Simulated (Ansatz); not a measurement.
## V: strain and displacement

```xyz
1
Lattice="-1.5130 1.5130 1.5130 1.5130 -1.5130 1.5130 1.5130 1.5130 -1.5130" Properties=species:S:1:pos:R:3 pbc="T T T"
V     0.0000    0.0000    0.0000
```

The geometry is COD entry 7101267, unchecked; take it as a test cell.

Level of theory: Ansatz 0.2.0, DFT, PBE, all-electron LAPW, scalar-relativistic.

Settings: a Γ-centred 15×15×15 k mesh, Fermi–Dirac smearing of 0.03 eV, basis error target 1 meV/atom, spin-polarised from start moments V 1.5 μB (the moments died away, and the run ended non-magnetic).

The unchanged cell is at -5.36 GPa.

In a metal, stresses and small energies carry noise from the k mesh.

x, y and z are the Cartesian axes of the cell as listed; fractional coordinates follow a strain, and an engineering shear is twice the off-diagonal strain component.

With this change (z strained by -1 % at fixed volume), what becomes of the energy and stress?

Energy change under 1 meV/atom; stress change (xx, yy, zz, yz, xz, xy) -0.59, -0.59, 1.37, 0.00, 0.00, 0.00 GPa, compression positive.

With this change (xy engineering shear strain of -1.5 %), what becomes of the energy and stress?

Energy change under 1 meV/atom; stress change (xx, yy, zz, yz, xz, xy) 0.08, 0.08, 0.00, 0.00, 0.00, 0.43 GPa, compression positive.
